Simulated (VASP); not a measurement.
A run of VASP 6.6.1:

INCAR

```
SYSTEM = MgO
ALGO = Normal ; EDIFF = 1E-6
ENCUT = 700 ; GGA = PE
ISIF = 2 ; ISMEAR = 0
LASPH = .TRUE. ; LCHARG = .TRUE.
LREAL = .FALSE. ; LVHAR = .TRUE.
LWAVE = .FALSE. ; NELM = 100
PREC = Accurate ; SIGMA = 0.02
```

File KPOINTS:

```
k-points
0
G
  12 12 12
  0 0 0
```

The input POSCAR:

```
MgO                                     
1.0
   -0.0000000000      2.1221397804      2.1221397804
    2.1221397804      0.0000000000      2.1221397804
    2.1221397804      2.1221397804      0.0000000000
  Mg              O             
     1     1
Direct
     0.0000000000000000    0.0000000000000000    0.0000000000000000
     0.5000000000000000    0.5000000000000000    0.5000000000000000
```

Potentials or basis: VASP PAW PBE potentials, release 64 (Mg, O).

Launch:

```sh
$ cat potpaw_PBE.64/Mg/POTCAR potpaw_PBE.64/O/POTCAR > POTCAR
$ mpirun -np 1 vasp_std > vasp.out
```

Hardware: 1 thread of Intel(R) Xeon(R) Platinum 8259CL CPU @ 2.50GHz (Skylake/Cascade Lake) (shared host).

Q: How long does it take, and how much memory?

A: It took 21 s on 1 thread of Intel(R) Xeon(R) Platinum 8259CL CPU @ 2.50GHz (Skylake/Cascade Lake) (shared host), peak memory 0.17 GiB. Counts: scf iterations 11, k points 72.
